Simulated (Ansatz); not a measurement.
# TiO2 (P1) in Ansatz: relaxation of cell and atoms with RPBE+D4

Aim: the relaxation of cell and atoms of TiO2 with RPBE+D4.

Everything below comes from runs of Ansatz 0.2.0. Logs are shortened: lines on timing, memory, paths and dates and some standing lists are left out, and cuts for length are marked.

### Step 1. The crystal as given

The typed cell holds 9 atoms: a = 2.968 Å, b = 4.708 Å, c = 7.241 Å, α = 88.08°, β = 78.18°, γ = 90.00°.

The cell comes from a database or a generator and needn't be the stable form of this composition.

### Step 2. Relaxation of cell and atoms, RPBE+D4

The input, input.yaml:

```yaml
crystal:
  lattice:
    - [2.9682645463, 0.0, 0.0]
    - [0.0002080834, 4.7076067549, 0.0]
    - [1.4835696211, 0.242353462, 7.0834647979]
  atoms:
    - { symbol: Ti, position: [0.00337187, 0.00038881, 0.00070319] }
    - { symbol: Ti, position: [0.34464021, 0.48025965, 0.31695987] }
    - { symbol: Ti, position: [0.66170814, 0.52047436, 0.68449636] }
    - { symbol: O, position: [0.44003816, 0.18543769, 0.1285388] }
    - { symbol: O, position: [0.77792634, 0.29772875, 0.45187807] }
    - { symbol: O, position: [0.10123624, 0.30895342, 0.80624322] }
    - { symbol: O, position: [0.90649721, 0.69183699, 0.19517157] }
    - { symbol: O, position: [0.22940715, 0.70300728, 0.54951473] }
    - { symbol: O, position: [0.56802567, 0.81530006, 0.87282718] }
hamiltonian:
  xc: rpbe
  pseudopotentials: { kind: paw }
  dispersion: d4
kpoints:
  mp_grid: { grid: [9, 6, 4] }
scf:
  occupations: { method: fermi_dirac, width: 0.05 }
output:
  forces: true
  stress: true
  eigenvalues: true
  write_density: true
  write_potential: true
  elf: true
  volumetric_format: npy
relax:
  f_tol: 0.01
  max_steps: 40
  cell: { stress_tol: 0.05 }
```

Potentials or basis: Ansatz PAW.

The run is started by

```
$ ansatz run input.yaml --threads 4 --pin off --max-ram 11264MiB --backend cpu --events-out ev --progress --plain --runs-dir out
```

Log:

```text
Warning: RAYON_NUM_THREADS=4 ignored (pool sized by the plan → 4); use --threads N
Engine: ansatz 0.2.0, aarch64-unknown-linux-gnu
Pseudopotentials: kind: paw
Pseudopotential: Ti, paw, valence charge 12, recommended cutoff 420 eV (normal), Ti.paw.azcp
Pseudopotential: O, paw, valence charge 6, recommended cutoff 420 eV (normal), O.paw.azcp
Functional definition: RPBE
  parameter kappa = 0.804
  parameter beta = 0.06672455060314922
  exchange = rpbe_x(kappa = kappa, mu = beta*pi^2/3)
  correlation = pbe_c(beta = beta)
Crystal: 9 atoms, lattice volume = 98.980 Å³
Basis set: ecut = 420 eV, 1911 PW (Γ), exchange–correlation on 40×64×100 points (8 copies of the dense FFT grid, shifted against one another)
Bands: 45, of which v1, the nominal top of the filled ones, is band 36 counted from 1 (35 counted from 0)
Symmetry: 1 space group operations
Space group: P1 (ITA 1), of the structure as read, at distance tolerance 4.6e-5 Å
k-points: 110 of 216 (time reversal used)
Non-local potential: Ti, projectors of the file, l = 0: 3, l = 1: 2, l = 2: 3, l = 3: 1
Non-local potential: O, projectors of the file, l = 0: 2, l = 1: 2, l = 2: 1
PAW form: soft (Blöchl's): semilocal exchange-correlation on the pseudo side does not see the compensation charge
PAW frozen core: Ti, regenerated for the run's functional, and the local potential with it (the file was generated under x = pbe(κ = 0.804, μ = 0.2195149727645171), c = pbe(β = 0.06672455060314922))
PAW frozen core: O, regenerated for the run's functional, and the local potential with it (the file was generated under x = pbe(κ = 0.804, μ = 0.2195149727645171), c = pbe(β = 0.06672455060314922))
PAW one-centre angular grid: Ti, 590 points (default); XC on 64 Gauss nodes
PAW one-centre angular grid: O, 110 points (default); XC on 64 Gauss nodes
Initial density: superposition of atomic densities (neutral atoms: chi_scale 0, normalization atom), corrected by the library's trained network
Initial wavefunctions: pseudopotential atomic-orbital guess
Functional: x = rpbe, c = pbe(β = 0.06672455060314922)
SCF iter   1: F=—  HF=-10942.859111 eV  |F-HF|=—  |Δ(HF+E_count)|=         —  Δρ=4.90e-3  dr2=1.96e-2  ethr=1.77e-3  ⟨swp⟩=5.2  Hψ=19453  notcnv=0
preconditioner: auto → Resta (q_TF=auto, 2.587 Å⁻¹)  ε∞=8.4  [insulator: Δε(μ)=2.321 eV  Ē_g=9.481 eV  σ=0.050 eV  W_gap=1.00  n_scr=30 (ndim 8)  ℏωp=25.9 eV  f_vac=0.074  D(μ)=0.00/eV (n_scr^D=0)  ε∞_Penn≈8.4]
SCF iter   2: F=—  HF=-10942.858919 eV  |F-HF|=—  |Δ(HF+E_count)|=   1.91e-4  Δρ=2.70e-3  dr2=4.35e-3  ethr=2.72e-5  ⟨swp⟩=2.0  Hψ=7414  notcnv=0  defer=1
SCF iter   3: F=—  HF=-10942.859595 eV  |F-HF|=—  |Δ(HF+E_count)|=   6.76e-4  Δρ=1.40e-3  dr2=1.92e-3  ethr=6.04e-6  ⟨swp⟩=2.0  Hψ=6428  notcnv=0  defer=1
[... 131 lines left out ...]
  E_smearing   = -0.000000  (= −TS)
  E_closure    = 0.000000  (closes the sum)
  Σ components = -10942.862918   (vs F -10942.862918, Δ=0.00e0)
--- Forces (eV/Å), atoms counted from 1 ---
  atom   1  Ti     0.00029892     0.00003992     0.00007217
  atom   2  Ti    -0.00112087    -0.00639054     0.00640828
  atom   3  Ti    -0.00090500     0.00663562    -0.00633997
  atom   4  O     -0.00006900     0.00239471     0.00274570
  atom   5  O      0.00065944     0.00095109    -0.00276010
  atom   6  O      0.00036494    -0.00242057    -0.00134677
  atom   7  O      0.00059919     0.00232584     0.00140706
  atom   8  O      0.00024159    -0.00100121     0.00266580
  atom   9  O     -0.00006919    -0.00253476    -0.00285230
  max |Σ_I F_I| component: 1.22e-7 eV/Å
--- Stress (GPa, compression-positive) ---
        0.015029      -0.000497      -0.000503
       -0.000497       0.012876      -0.006609
       -0.000503      -0.006609       0.006773
  P = ⅓ Tr σ = 0.0116 GPa (0.116 kbar)
--- Band table (eV; the first three rows and the last of 110) ---
  k-point 0: bands = ["-48.6389", "-48.5048", "-48.4704", "-24.8616", "-24.8616", "-24.7966", "-24.6744", "-24.6726", "-24.6336", "-24.5529", "-24.5337", "-24.4793", "-9.7983", "-8.8442", "-8.7672", "-8.2621", "-8.2421", "-7.9142", "3.2179", "3.4291", "3.7954", "3.9453", "4.4908", "4.6114", "4.9542", "4.9847", "5.0289", "5.6008", "6.1078", "6.5327", "6.5772", "7.2485", "7.7242", "7.8211", "7.9234", "8.1256", "10.4807", "10.8646", "11.0160", "11.1146", "11.3275", "11.3697", "11.6129", "11.9193", "12.7988"]
  k-point 1: bands = ["-48.6389", "-48.5049", "-48.4703", "-24.8867", "-24.8434", "-24.7793", "-24.6870", "-24.6745", "-24.6230", "-24.5595", "-24.5332", "-24.4797", "-9.7063", "-9.1006", "-8.7212", "-8.2337", "-8.1135", "-7.9472", "3.0552", "3.4475", "3.6761", "4.1816", "4.5014", "4.6025", "4.6271", "4.9303", "5.4386", "5.8187", "6.2061", "6.4952", "6.7610", "7.2584", "7.5285", "7.5540", "7.7192", "8.1737", "10.5655", "10.9577", "11.0109", "11.0308", "11.2476", "11.2963", "11.5857", "12.1222", "12.7825"]
  k-point 2: bands = ["-48.6389", "-48.5050", "-48.4702", "-24.8978", "-24.8373", "-24.7624", "-24.6990", "-24.6747", "-24.6158", "-24.5668", "-24.5327", "-24.4800", "-9.4823", "-9.4154", "-8.7245", "-8.1754", "-8.0139", "-8.0053", "2.8975", "3.4713", "3.7994", "4.1473", "4.3936", "4.5131", "4.5938", "4.9061", "5.8427", "6.1966", "6.4565", "6.4946", "6.5787", "7.0147", "7.2800", "7.3593", "7.8984", "8.0033", "10.6118", "10.8683", "11.0213", "11.1647", "11.2114", "11.3539", "11.3987", "12.3176", "12.7132"]
  k-point 109: bands = ["-48.6015", "-48.4533", "-48.4473", "-25.0960", "-24.9687", "-24.9618", "-24.7477", "-24.7388", "-24.6381", "-24.6122", "-24.5860", "-24.5815", "-8.7960", "-8.7226", "-8.4712", "-8.3561", "-8.2145", "-8.1047", "3.5658", "3.7134", "4.0944", "4.1949", "4.4098", "4.6466", "4.7198", "5.0886", "5.3441", "5.8680", "6.1011", "6.2447", "6.4059", "6.5279", "6.7409", "6.8675", "7.1111", "7.4016", "10.7611", "10.8706", "11.3549", "11.5354", "11.6519", "11.7465", "11.8752", "12.1646", "12.2688"]
--- Relaxed structure (7 steps of the walk, 7 accepted, 2 SCFs on fresh bases) ---
  F+E_penalty+E_count = -10942.86291804 eV   max|allowed force component| = 6.636e-3 eV/Å   (the final SCF, on the basis selected at the relaxed cell)
  cell:  # Å, volume = 98.4767 Å³
    - [2.9675545755210813, -6.547749104188577e-5, 0.00013075105281567376]
    - [0.00010418766987019135, 4.669111919487345, -0.01735253290409657]
    - [1.4835214484071786, 0.2142288657815115, 7.106499153723418]
  atoms:
    - { symbol: Ti, position: [0.0030495768444276827, 0.00037529222093525197, 0.0007012992486503342] }
    - { symbol: Ti, position: [0.3453420476748591, 0.48486178551673587, 0.31781842444562164] }
    - { symbol: Ti, position: [0.6623857947246672, 0.5158860293683143, 0.6835834346043997] }
    - { symbol: O, position: [0.4411014189362529, 0.1914854437374664, 0.1258166370320361] }
    - { symbol: O, position: [0.7789441714632952, 0.2952134413674968, 0.4501758138760015] }
    - { symbol: O, position: [0.10260264801466074, 0.30300291690962006, 0.8028912241252077] }
    - { symbol: O, position: [0.9047760619880285, 0.6977519514264574, 0.19851854493637727] }
    - { symbol: O, position: [0.22843131432640057, 0.7055381470378738, 0.5512343783304153] }
    - { symbol: O, position: [0.5662179560274071, 0.8092720024150999, 0.8755932334012905] }
```

rho_z.tsv:

```text
# z_ang	rho[e/angstrom^3]
# format = ansatz-planar-average/11
# lattice	2.967554576	-0.000065477	0.000130751
# lattice	0.000104188	4.669111919	-0.017352533
# lattice	1.483521448	0.214228866	7.106499154
# sites	9
# site	22	0.010090217	0.001902320	0.004977669
# site	22	1.496362340	2.331937211	2.250207938
# site	22	2.979830432	2.555129541	4.849019778
# site	8	1.495664164	0.920991641	0.890850742
# site	8	2.979435573	1.474774249	3.194153187
# site	8	1.495616878	1.586750289	5.700501352
# site	8	2.979551559	3.300351114	1.398782408
# site	8	1.495723924	3.412311931	3.905133637
# site	8	2.979328344	3.966121823	6.208433687
0.000000	8.627335e-1
0.145257	8.382058e-1
0.290514	7.687856e-1
0.435771	6.908095e-1
0.581028	6.563529e-1
0.726285	6.833729e-1
[... 42 lines left out ...]
6.972341	7.629979e-1
7.117598	8.345923e-1
```

Wall time 2.1 min (4 threads of Arm Neoverse V2, shared host); peak memory 0.66 GiB.

What came out:

| Item | Value |
| --- | --- |
| Free energy | -10942.8629 eV |
| Relaxed volume | 10.94 Å³/atom |
| Relaxed cell | a = 2.968 Å, b = 4.669 Å, c = 7.263 Å, α = 88.52°, β = 78.21°, γ = 90.00° |
| Space group after relaxing (to 0.05 Å) | C2/m (No. 12) |
| Energy gained by relaxing | 0.3 meV/atom |
| Ionic steps | 9 |
| Pressure after relaxing | 0.0 GPa |
| Largest force after relaxing | 0.009 eV/Å |
| Band gap on the k mesh | 2.31 eV, indirect (least direct gap 2.36 eV) |

Forces in eV/Å, atoms in the order of the input:
```
Ti   0.000  0.000  0.000
Ti  -0.001 -0.006  0.006
Ti  -0.001  0.007 -0.006
O    0.000  0.002  0.003
O    0.001  0.001 -0.003
O    0.000 -0.002 -0.001
O    0.001  0.002  0.001
O    0.000 -0.001  0.003
O    0.000 -0.003 -0.003
```

The path:
| step | energy change (eV) | largest force (eV/Å) | volume (Å³) |
| --- | --- | --- | --- |
| 1 | 0.0000 | 0.1228 | 98.98 |
| 2 | -0.0032 | 0.0645 | 98.62 |
| 3 | -0.0038 | 0.0575 | 98.53 |
| 4 | -0.0041 | 0.0214 | 98.53 |
| 5 | -0.0042 | 0.0125 | 98.53 |
| 6 | -0.0043 | 0.0053 | 98.53 |
| 7 | -0.0028 | 0.0053 | 98.53 |
| 8 | -0.0030 | 0.0092 | 98.48 |
| 9 | -0.0029 | 0.0092 | 98.48 |

Final structure:
```cif
data_structure
_symmetry_space_group_name_H-M 'P 1'
_symmetry_Int_Tables_number 1
_cell_length_a 2.9676
_cell_length_b 4.6691
_cell_length_c 7.2629
_cell_angle_alpha 88.518
_cell_angle_beta 78.211
_cell_angle_gamma 90.000
_cell_volume 98.48
loop_
_atom_site_label
_atom_site_type_symbol
_atom_site_fract_x
_atom_site_fract_y
_atom_site_fract_z
_atom_site_occupancy
Ti1 Ti 0.00305 0.00038 0.00070 1
Ti2 Ti 0.34534 0.48486 0.31782 1
Ti3 Ti 0.66239 0.51589 0.68358 1
O1 O 0.44110 0.19149 0.12582 1
O2 O 0.77894 0.29521 0.45018 1
O3 O 0.10260 0.30300 0.80289 1
O4 O 0.90478 0.69775 0.19852 1
O5 O 0.22843 0.70554 0.55123 1
O6 O 0.56622 0.80927 0.87559 1
```

Caveat: odd divisions of the mesh miss points on the zone boundary, where band edges often lie, so the gap on the mesh can be too wide; the plane-wave basis is chosen anew once the cell has moved, so the energies of steps on either side of that aren't comparable; the pressure holds a Pulay correction of +0.6 GPa for the finite cutoff; the PAW data sets come from PBE, with cores solved anew for the run's functional, which leaves a small shift of forces and pressure. A k mesh can miss the band edges.
